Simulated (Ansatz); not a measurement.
# Ga: equation of state with PBEsol

Crystal: Ga.

```xyz
1
Lattice="-1.3844 1.3844 2.3112 1.3844 -1.3844 2.3112 1.3844 1.3844 -2.3112" Properties=species:S:1:pos:R:3 pbc="T T T"
Ga    0.0000    0.0000    0.0000
```

This isn't the form of Ga at room conditions, which is orthorhombic.

| Item | Value |
| --- | --- |
| Program | Ansatz 0.2.0 |
| Task | equation of state |
| Functional | PBEsol |
| Potentials or basis | Ansatz PAW |
| Cutoff | 420 eV |
| Density cutoff | 1680 eV |
| k mesh | 13 × 13 × 13 |
| Occupations | fermi-dirac, width 0.05 eV |
| Spin | no spin polarisation |

| Quantity | Value |
| --- | --- |
| Equilibrium volume | 17.63 Å³/atom |
| Bulk modulus at fixed shape and positions | 62 GPa |
| Pressure derivative of the bulk modulus | 5.4 |

Energy against volume, from the lowest point:
```
volume (Å³/atom)  energy (meV/atom)
          16.655              11.69
          17.010               4.48
          17.364               0.71
          17.718               0.00
          18.073               1.99
          18.427               6.35
          18.781              12.74
```

All runs of the series together: 8.8 s on 2 threads of Intel(R) Xeon(R) Platinum 8375C CPU @ 2.90GHz (Ice Lake), on a shared host.

Caveat: the cell was scaled at fixed shape and fractional positions, which overstates the stiffness of a crystal with free parameters, most of all of layers and chains.
